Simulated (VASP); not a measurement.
These are LDA (Ceperley-Alder, Perdew-Zunger), VASP's LDA PAW potentials (set 64) (plane waves; VASP) values and carry that method's errors.

A VASP calculation is set up with these files.

### POSCAR
```
ZrO2
1.0
  0.0000000000   2.5161928677   2.5161928677
  2.5161928677   0.0000000000   2.5161928677
  2.5161928677   2.5161928677   0.0000000000
Zr O
1 2
Cartesian
  0.0000000000   0.0000000000   0.0000000000
  1.2580964339   1.2580964339   1.2580964339
  3.7742893016   3.7742893016   3.7742893016
```

### INCAR
```
LASPH = .TRUE.
SYSTEM = ZrO2
ALGO = Normal
ISMEAR = 0
EDIFF = 1E-6
NSW = 60
NELM = 100   # most electronic steps
PREC = Accurate
LCHARG = .FALSE.
LWAVE = .FALSE.
ENCUT = 520
ISIF = 3   # ions, shape and volume
LMAXMIX = 4
LREAL = .FALSE.   # projection in real space or not
EDIFFG = -0.02
IBRION = 2   # conjugate gradients
SIGMA = 0.05
```

KPOINTS:
```
Automatic mesh
0
Gamma
7 7 7
0 0 0
```

POTCAR, in this order: Zr_sv O (LDA.64 set). Program: vasp_std.

The resulting files:

**OSZICAR**
```
       N       E                     dE             d eps       ncg     rms          rms(c)
DAV:   1     0.198479450829E+03    0.19848E+03   -0.14877E+04   640   0.156E+03
DAV:   2    -0.296841753523E+02   -0.22816E+03   -0.22451E+03   840   0.391E+02
DAV:   3    -0.373737300188E+02   -0.76896E+01   -0.76835E+01   968   0.740E+01
DAV:   4    -0.374966367296E+02   -0.12291E+00   -0.12288E+00   856   0.782E+00
DAV:   5    -0.374996206481E+02   -0.29839E-02   -0.29839E-02   856   0.777E-01    0.271E+01
DAV:   6    -0.315345851050E+02    0.59650E+01   -0.34762E+01   688   0.463E+01    0.113E+01
DAV:   7    -0.314267667944E+02    0.10782E+00   -0.13834E+00   856   0.988E+00    0.704E+00
DAV:   8    -0.313676831857E+02    0.59084E-01   -0.17132E-01   848   0.415E+00    0.418E-01
DAV:   9    -0.313669209961E+02    0.76219E-03   -0.15066E-02   880   0.922E-01    0.329E-01
DAV:  10    -0.313669253772E+02   -0.43811E-05   -0.37812E-03   808   0.621E-01    0.135E-01
DAV:  11    -0.313669197972E+02    0.55800E-05   -0.10681E-03   744   0.284E-01    0.111E-01
DAV:  12    -0.313668754794E+02    0.44318E-04   -0.21927E-04   784   0.116E-01    0.328E-03
DAV:  13    -0.313668757753E+02   -0.29593E-06   -0.39614E-06   704   0.188E-02
   1 F= -.31366876E+02 E0= -.31366876E+02  d E =-.313669E+02
```

**OUTCAR**
```
------------------------ aborting loop because EDIFF is reached ----------------------------------------
  FORCE on cell =-STRESS in cart. coord.  units (eV):
  Direction    XX          YY          ZZ          XY          YZ          ZX
  --------------------------------------------------------------------------------------
  Total       -0.0206760     -0.0206760     -0.0206760     -0.0000000      0.0000000      0.0000000
  in kB       -1.0397177     -1.0397177     -1.0397177     -0.0000000      0.0000000      0.0000000
  external PRESSURE =      -1.0397177 kB  Pullay stress =       0.0000000 kB
  volume of cell :       31.86
      direct lattice vectors                 reciprocal lattice vectors
     0.000000000  2.516192868  2.516192868    -0.198712907  0.198712907  0.198712907
     2.516192868  0.000000000  2.516192868     0.198712907 -0.198712907  0.198712907
     2.516192868  2.516192868  0.000000000     0.198712907  0.198712907 -0.198712907
 POSITION                                       TOTAL-FORCE (eV/Angst)
 -----------------------------------------------------------------------------------
      0.00000      0.00000      0.00000         0.000000     -0.000000      0.000000
      1.25810      1.25810      1.25810         0.000000      0.000000     -0.000000
      3.77429      3.77429      3.77429        -0.000000     -0.000000      0.000000
 -----------------------------------------------------------------------------------
    total drift:                                0.000000      0.000000      0.000000
  FREE ENERGIE OF THE ION-ELECTRON SYSTEM (eV)
  ---------------------------------------------------
  free  energy   TOTEN  =       -31.3668757753 eV

  energy  without entropy=      -31.3668757753  energy(sigma->0) =      -31.36687578

 reached required accuracy - stopping structural energy minimisation
```
(Selected blocks of OUTCAR.)

The compound is ZrO2 in the fluorite structure, the high-temperature cubic form, which is unstable at 0 K; the monoclinic form is the stable one. It was relaxed first. The start is the result of an earlier pass.
